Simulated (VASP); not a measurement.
Wanted: the native input for a VASP 6.6.1 run.

| Item | Value |
| --- | --- |
| Task | band structure |
| Functional | PBE |
| Potentials or basis | VASP PAW PBE potentials, release 64 (Si) |
| Cutoff | 520 eV |
| k mesh | 8 × 8 × 8 |
| Occupations | fermi-dirac, width 0.05 eV |
| Spin | no spin polarisation |
| Further INCAR settings | ALGO = Normal; EDIFF = 1e-06 |

The structure of Si lies in POSCAR:

```
Si
1.0
    0.0000000000      2.7218511865      2.7218511865
    2.7218511865      0.0000000000      2.7218511865
    2.7218511865      2.7218511865      0.0000000000
Si
2
Direct
    0.5000000000      0.5000000000      0.5000000000
    0.7500000000      0.7500000000      0.7500000000
```

These files were run (other wordings do the same):

INCAR

```
PREC = Accurate ; ENCUT = 520
EDIFF = 1E-6 ; ISMEAR = -1
SIGMA = 0.05 ; LREAL = False
LASPH = True ; NELM = 80
ALGO = Normal ; ISIF = 2
LWAVE = False ; LCHARG = False
GGA = PE
```

KPOINTS

```
Automatic mesh
0
Gamma
  8 8 8
```

KPOINTS_OPT

```
path GXWKGLUWLK,UX
20
line-mode
reciprocal
 0.0000000000  0.0000000000  0.0000000000  G
 0.5000000000  0.0000000000  0.5000000000  X

 0.5000000000  0.0000000000  0.5000000000  X
 0.5000000000  0.2500000000  0.7500000000  W

 0.5000000000  0.2500000000  0.7500000000  W
 0.3750000000  0.3750000000  0.7500000000  K

 0.3750000000  0.3750000000  0.7500000000  K
 0.0000000000  0.0000000000  0.0000000000  G

 0.0000000000  0.0000000000  0.0000000000  G
 0.5000000000  0.5000000000  0.5000000000  L

 0.5000000000  0.5000000000  0.5000000000  L
 0.6250000000  0.2500000000  0.6250000000  U

 0.6250000000  0.2500000000  0.6250000000  U
 0.5000000000  0.2500000000  0.7500000000  W

 0.5000000000  0.2500000000  0.7500000000  W
 0.5000000000  0.5000000000  0.5000000000  L

 0.5000000000  0.5000000000  0.5000000000  L
 0.3750000000  0.3750000000  0.7500000000  K

 0.6250000000  0.2500000000  0.6250000000  U
 0.5000000000  0.0000000000  0.5000000000  X
```

Potentials or basis: VASP PAW PBE potentials, release 64 (Si).

Command:

```bash
$ cat potpaw_PBE.64/Si/POTCAR > POTCAR
$ mpirun -np 1 vasp_std > vasp.out
```

Results of the run:

- Pressure: 1.3 GPa
- Band gap on the k mesh: 0.63 eV, indirect (least direct gap 2.56 eV)
- Band gap along the path: 0.59 eV, indirect (least direct gap 2.56 eV)

It took 34 s on 1 thread of Intel(R) Xeon(R) Platinum 8488C (Sapphire Rapids), with other jobs on the host, peak memory 0.15 GiB.
